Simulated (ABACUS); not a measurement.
Crystal: V.

```
CELL_PARAMETERS angstrom
-1.51435 1.51435 1.51435
1.51435 -1.51435 1.51435
1.51435 1.51435 -1.51435
ATOMIC_POSITIONS crystal
V 0.00000 0.00000 0.00000
```

```yaml
Program: ABACUS 3.10.1
Task: relaxation of cell and atoms
Functional: HCTH407
Potentials_or_basis: PseudoDojo NC SR 0.4.1 PBE standard
Cutoff: 1143 eV
Density_cutoff: 4572 eV
Basis: plane waves
k_mesh: 10 × 10 × 10
Occupations: fermi-dirac, width 0.05 eV
Spin: collinear spin, ferromagnetic start
Starting_moments: "[2.0] μB"
```

At the start: pressure -8.5 GPa; volume 13.89 Å³/atom.

Question: How do energy, volume and symmetry change on relaxing?

Answer: Over 4 steps the energy falls by 18.3 meV/atom and the volume is 13.23 Å³/atom (-4.8 %); space group Im-3m (No. 229, to 0.05 Å); moment 0.00 μB per cell.

The path:
```csv
step,energy change (eV),largest force (eV/Å),pressure (GPa),volume (Å³)
1,0.0000,0.0000,-8.48,13.89
2,0.0142,0.0000,13.48,12.41
3,-0.0183,0.0000,-0.15,13.24
4,-0.0183,0.0000,0.01,13.23
```

Final structure:
```
V
1.0
    -1.48977    1.48977    1.48977
     1.48977   -1.48977    1.48977
     1.48977    1.48977   -1.48977
V
1
Direct
  0.00000 0.00000 0.00000
```

Caveat: the potentials were made for another functional, which shifts forces and pressure.
